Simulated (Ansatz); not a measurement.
# GaN: the cost of one run

Program: Ansatz 0.2.0. Level of theory: DFT PBEsol, frozen-core PAW, scalar-relativistic unless said. These are calculated values, not measurements.

1 further run of the same task is left out (it didn't finish).

### Step 1. The starting structure

Symmetry: F-43m, No. 216, cubic system. The conventional cell has a = 4.507 Å, b = 4.507 Å, c = 4.507 Å, α = 90.00°, β = 90.00°, γ = 90.00°. Ga (site symmetry -43m) has 4 N at 1.95 Å as nearest neighbours. Around N (site symmetry -43m) lie 4 Ga at 1.95 Å.

As a file:

```
Ga N
1.0
     0.00000    2.25350    2.25350
     2.25350    0.00000    2.25350
     2.25350    2.25350    0.00000
Ga N
1 1
Direct
  0.00000 0.00000 0.00000
  0.25000 0.25000 0.25000
```

Cartesian axes are those of the input's lattice vectors. The structure goes back to a database entry.

### Step 2. Cell and atoms relaxed, PAW

input.yaml reads:

```yaml
crystal:
  lattice:
    - [0.0, 2.2535006075, 2.2535006075]
    - [2.2535006075, 0.0, 2.2535006075]
    - [2.2535006075, 2.2535006075, 0.0]
  atoms:
    - { symbol: Ga, position: [0.0, 0.0, 0.0] }
    - { symbol: "N", position: [0.25, 0.25, 0.25] }
kpoints:
  mp_grid: { grid: [12, 12, 12] }
scf:
  occupations: { method: fermi_dirac, width: 0.08 }
hamiltonian:
  xc: pbesol
  pseudopotentials: { kind: paw }
relax:
  f_tol: 0.002
  max_steps: 80
  cell: {}
output:
  forces: true
  stress: true
```

Started as:

```bash
$ ansatz run input.yaml --threads 1 --pin off --max-ram 3072MiB --backend cpu --events-out ev --progress --plain --runs-dir out
```

What time and memory should one allow on 1 thread of Arm Neoverse V2, shared host?

About 7 s, with a peak of 0.31 GiB.
